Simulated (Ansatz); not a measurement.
Here is an Ansatz 0.2.0 calculation.

The input input.yaml:

```yaml
crystal:
  lattice:
    - [4.15, 0.0, 0.0]
    - [-2.075, 3.5940054257, 0.0]
    - [0.0, 0.0, 6.737]
  atoms:
    - { symbol: Cd, position: [0.6666666667, 0.3333333333, 0.5] }
    - { symbol: Cd, position: [0.3333333333, 0.6666666667, 0.0] }
    - { symbol: S, position: [0.6666666667, 0.3333333333, 0.875] }
    - { symbol: S, position: [0.3333333333, 0.6666666667, 0.375] }
kpoints:
  mp_grid: { grid: [5, 5, 3] }
scf:
  occupations: { method: fermi_dirac, width: 0.04 }
hamiltonian:
  xc: pbe
  pseudopotentials: { kind: all_electron, lapw: { basis_error: 0.003 } }
output:
  forces: true
  stress: true
  eigenvalues: true
```

Potentials or basis: all-electron LAPW, scalar-relativistic.

Run with:

```sh
$ ansatz run input.yaml --threads 2 --pin off --max-ram 6144MiB --backend cpu --events-out ev --progress --plain --runs-dir out
```

Question: Predict the pressure.

Answer: 2.1 GPa.

Question: What does it give for the band gap on the k mesh?

Answer: 1.19 eV, direct.

Question: Predict the largest force.

Answer: 0.065 eV/Å.

Forces in eV/Å, atoms in the order of the input:
```
Cd   0.000  0.000 -0.065
Cd   0.000  0.000 -0.065
S    0.000  0.000  0.065
S    0.000  0.000  0.065
```

**What was measured.**

From “Isotope dependence of band-gap energy”, 2008, arxiv:0807.2152, for a bulk crystal of CdS: band gap 2.5809 ± 0.0002 eV.

Against the measured gap of CdS, 2.5809 eV (quoted in “Isotope dependence of band-gap energy”, 2008, arxiv:0807.2152), the calculated 1.19 eV is off by -1.39 eV. So large a miss can be the level of theory's own, or it may mean another phase, state or a wrong row. Spin-orbit coupling on Cd is left out. The value is that of PBE, without temperature or zero-point motion. Semilocal functionals fall short of measured gaps as a rule.
